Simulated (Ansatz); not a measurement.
# Na (hcp)

Computed with Ansatz (plane waves, PAW, 420 eV cutoff): PBE with spin–orbit coupling, two-component spinors, 12×12×8 k-mesh, Gaussian smearing of 0.05 eV. The datasets are Ansatz's generated set soft_2.

```
Na
1.0
     3.75092    0.00000    0.00000
    -1.87546    3.24839    0.00000
     0.00000    0.00000    6.07552
Na
2
Direct
  0.33333 0.66667 0.75000
  0.66667 0.33333 0.25000
```

At room temperature and ambient pressure Na is bcc.

Path: Γ–M–K–Γ–A–L–H–A | L–M | H–K, with Γ = (0.000, 0.000, 0.000), M = (0.500, 0.000, 0.000), K = (0.333, 0.333, 0.000), A = (0.000, 0.000, 0.500), L = (0.500, 0.000, 0.500), H = (0.333, 0.333, 0.500) in reciprocal vectors of the calculation's cell.

Q: Is it a metal or an insulator, and if it has a gap, where are the band edges on this path?

A: A metal: bands cross the Fermi level.

Bands as a text map, energy in eV from the Fermi level (dashes), each leg drawn with the same width:
```
  3.71 |   *                         *           *   **  
  3.43 |    *      *      *                              
  3.14 |        *                     **        *  ***   
  2.86 |                        *                        
  2.57 |    *      **    *                     *    *    
  2.29 |   *     *  *                **            *     
  2.00 |                            * *       *    **    
  1.71 |  ***        *  *         ** *       *       **  
  1.43 |          *  *           *  *       **        ***
  1.14 |***      *    **         ***        **           
  0.86 | *      **    *                *     **          
  0.57 |*      **      *                      ***        
  0.29 |     ***                                ***      
  0.00 |----------------*-------*------------------------
 -0.29 |           *                                     
 -0.57 |                 *              *                
 -0.86 |    *                  *                         
 -1.14 |                  *                              
 -1.43 |            *                    *               
 -1.71 |                   *  *                          
 -2.00 |   *                 *            *              
 -2.29 |                    *              *             
 -2.57 |  *          *     *                             
 -2.86 |                  *                              
 -3.14 |**            ****                               
 -3.43 |                                                 
 -3.71 |                                                 
 -4.00 |                                                 
        Γ    M    K    Γ    A    L    H    AL     MH    K
```
